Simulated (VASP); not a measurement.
Set up this calculation in VASP 6.6.1, as the native input.

* Task: single point
* Functional: PBEsol
* Potentials or basis: VASP PAW PBE potentials, release 64 (Ni)
* Cutoff: 520 eV
* k mesh: 21 × 21 × 10
* Occupations: gaussian, width 0.5 eV
* Spin: collinear spin, ferromagnetic start
* Starting moments: [1.0, 1.0] μB
* Further INCAR settings: ALGO = Fast; EDIFF = 1e-06; NBANDS = 21

The structure of Ni lies in POSCAR:

```
Ni
1.0
    2.4453800000      0.0000000000      0.0000000000
   -1.2226900000      2.1177600000      0.0000000000
    0.0000000000      0.0000000000      4.0175800000
Ni
2
Direct
    0.3333300000      0.6666700000      0.2500000000
    0.6666700000      0.3333300000      0.7500000000
```

This isn't the form of Ni at room conditions, which is fcc.

One way to write it, as run:

INCAR

```
SYSTEM = Ni
PREC = Accurate
ENCUT = 520
EDIFF = 1E-6
ISMEAR = 0
SIGMA = 0.5
LREAL = .FALSE.
LASPH = .TRUE.
NELM = 120
ALGO = Fast
ISIF = 2
LWAVE = .FALSE.
LCHARG = .FALSE.
ISPIN = 2
MAGMOM = 1 1
LORBIT = 11
LMAXMIX = 4
GGA = PS
NBANDS = 21
```

KPOINTS

```
regular mesh
0
G
  21 21 10
  0 0 0
```

Potentials or basis: VASP PAW PBE potentials, release 64 (Ni).

Run with:

```sh
$ cat potpaw_PBE.64/Ni/POTCAR > POTCAR
$ mpirun -np 1 vasp_std > vasp.out
```

Results of the run:

```json
{
  "Pressure": "1.2 GPa",
  "Band gap on the k mesh": "none (metal or under the smearing width)",
  "Net moment": "0.92 μB per cell",
  "Site moments": "Ni +0.46 μB",
  "Valence electrons inside the program's atomic spheres": "Ni 9.40"
}
```

Caveat: the PAW data sets were made with another functional, which shifts forces and pressure a little.

It took 5.5 min on 1 thread of Intel(R) Xeon(R) Platinum 8488C (Sapphire Rapids), on a shared host, peak memory 0.49 GiB.
